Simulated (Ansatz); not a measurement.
## CoO in Ansatz: the effect of strain

CoO:

```
Co O
1.0
     2.59623    0.00000    0.00000
     0.00000    2.57053    0.00000
     0.00000    0.00000    2.57053
Co O
1 1
Cartesian
  0.0000 0.0000 0.0000
  1.2981 1.2853 1.2853
```

Measurements of this composition are mostly on another form, of space group No. 225.

The cell isn't the ideal one: strained by +1 %.

Alike in all runs:

* Program: Ansatz 0.2.0
* Task: relaxation of the atoms
* Functional: PBE
* Potentials or basis: Ansatz PAW
* Cutoff: 420 eV (not typed: the program's choice for these potentials)
* k mesh: 7 × 7 × 7
* Occupations: fermi-dirac, width 0.05 eV
* Spin: collinear spin, ferromagnetic start
* Starting moments: [2.0, 0.0] μB

Each run relaxes the cell or the atoms first.

| strain | pressure (GPa) |
| --- | --- |
| 0.01 | ? |
| 0.02 | 7.0 |
| -0.01 | 14.2 |

Problem. What does the run with strain 0.01 give?

Solution. Pressure 9.2 GPa.

Caveats: the relaxation stopped at its first step, so nothing moved; a cell with one magnetic atom can't hold antiferromagnetic order, which such compounds often take; the thresholds are loose for stress.
